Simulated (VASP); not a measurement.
**La: relaxation of cell and atoms with PBE**

The system is La.

```
La
1.0
     3.77000    0.00000    0.00000
    -1.88500    3.26492    0.00000
     0.00000    0.00000   12.15900
La
4
Direct
  0.00000 0.00000 0.00000
  0.00000 0.00000 0.50000
  0.33333 0.66667 0.75000
  0.66667 0.33333 0.25000
```

```yaml
Program: VASP 6.6.1
Task: relaxation of cell and atoms
Functional: PBE
Potentials_or_basis: VASP PAW PBE potentials, release 64 (La)
Cutoff: 600 eV
k_mesh: 12 × 12 × 3
Occupations: methfessel-paxton, width 0.1 eV
Spin: no spin polarisation
Further_INCAR_settings: ALGO = Normal; EDIFF = 1e-06; IBRION = 2; EDIFFG = -0.01; NSW = 90; ISIF = 3
```

| Item | Value |
| --- | --- |
| Relaxed volume | 37.21 Å³/atom |
| Relaxed cell | a = 3.764 Å, b = 3.764 Å, c = 12.133 Å, α = 90.00°, β = 90.00°, γ = 120.00° |
| Space group after relaxing (to 0.05 Å) | P6_3/mmc (No. 194) |
| Energy gained by relaxing | 0.1 meV/atom |
| Ionic steps | 2 |
| Pressure after relaxing | 0.0 GPa |
| Band gap on the k mesh | none (metal or under the smearing width) |

Step by step:
| step | energy change (eV) | largest force (eV/Å) | pressure (GPa) | volume (Å³) |
| --- | --- | --- | --- | --- |
| 1 | 0.0000 | 0.0000 | -0.16 | 149.66 |
| 2 | -0.0004 | 0.0000 | -0.01 | 148.86 |

Final structure:
```
La
1.0
     3.76393    0.00000    0.00000
    -1.88197    3.25966    0.00000
     0.00000    0.00000   12.13257
La
4
Direct
  0.00000 0.00000 0.00000
  0.00000 0.00000 0.50000
  0.33333 0.66667 0.75000
  0.66667 0.33333 0.25000
```

Levels at points of the mesh, in eV from the Fermi level:
| k point | band 20 | band 21 | band 22 | band 23 | band 24 | band 25 |
| --- | --- | --- | --- | --- | --- | --- |
| (0.00, 0.00, 0.00) | -1.77 | 0.47 | 0.60 | 1.23 | 1.24 | 1.26 |
| (0.50, 0.00, 0.00) | -1.09 | -0.69 | -0.32 | -0.23 | 0.40 | 0.91 |

Run time: 11 min on 1 thread of AMD EPYC 7571, on a shared host, peak memory 0.35 GiB.

Spin-orbit coupling is left out, which matters for the levels of La.
